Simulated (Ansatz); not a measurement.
A run of Ansatz 0.2.0:

Contents of input.yaml:

```yaml
crystal:
  lattice:
    - [0.0, 2.3495, 2.3495]
    - [2.3495, 0.0, 2.3495]
    - [2.3495, 2.3495, 0.0]
  atoms:
    - { symbol: Cd, position: [0.004463, -0.009537, -0.001418] }
    - { symbol: O, position: [0.49245, 0.497732, 0.502372] }
kpoints:
  mp_grid: { grid: [10, 10, 10] }
scf:
  occupations: { method: fermi_dirac, width: 0.05 }
hamiltonian:
  xc: pbe
  pseudopotentials: { kind: all_electron, lapw: { basis_error: 0.001 } }
output:
  forces: true
  stress: true
  eigenvalues: true
  populations: true
```

Potentials or basis: all-electron LAPW, scalar-relativistic.

Command:

```console
$ ansatz run input.yaml --threads 1 --pin off --max-ram 2560MiB --backend cpu --events-out ev --progress --plain --runs-dir out
```

Hardware: 1 thread of AMD EPYC 9R45 96-Core Processor (Zen 5), on a shared host.

How long does it take, and how much memory?

It took 56 s on 1 thread of AMD EPYC 9R45 96-Core Processor (Zen 5), on a shared host, peak memory 1 GiB. Counts: scf iterations 7, plane waves 331, k points 504, bands 23.
